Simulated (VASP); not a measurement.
Here is a VASP 6.6.1 calculation.

INCAR

```
  PREC = Accurate
  ENCUT = 520
  EDIFF = 1E-6
  ISMEAR = 0
  SIGMA = 0.02
  LREAL = F
  LASPH = T
  NELM = 60
  ALGO = Normal
  ISIF = 2
  LWAVE = F
  LCHARG = T
  LELF = T
  LVHAR = T
```

File KPOINTS:

```
regular mesh
0
Gamma
  12 12 12
```

The input POSCAR:

```
Mo
2.7432
   -0.577358184565      0.577358184565      0.577358184565
    0.577358184565     -0.577358184565      0.577358184565
    0.577358184565      0.577358184565     -0.577358184565
Mo
1
Direct
    0.0000000000      0.0000000000      0.0000000000
```

Potentials or basis: VASP PAW LDA potentials, release 64 (Mo_pv).

Command:

```console
$ cat potpaw_LDA.64/Mo_pv/POTCAR > POTCAR
$ mpirun -np 1 vasp_std > vasp.out
```

Task: What does it give for the band gap on the k mesh?

Result: None (metal or under the smearing width).

Task: What does it give for the pressure?

Result: -14.0 GPa.
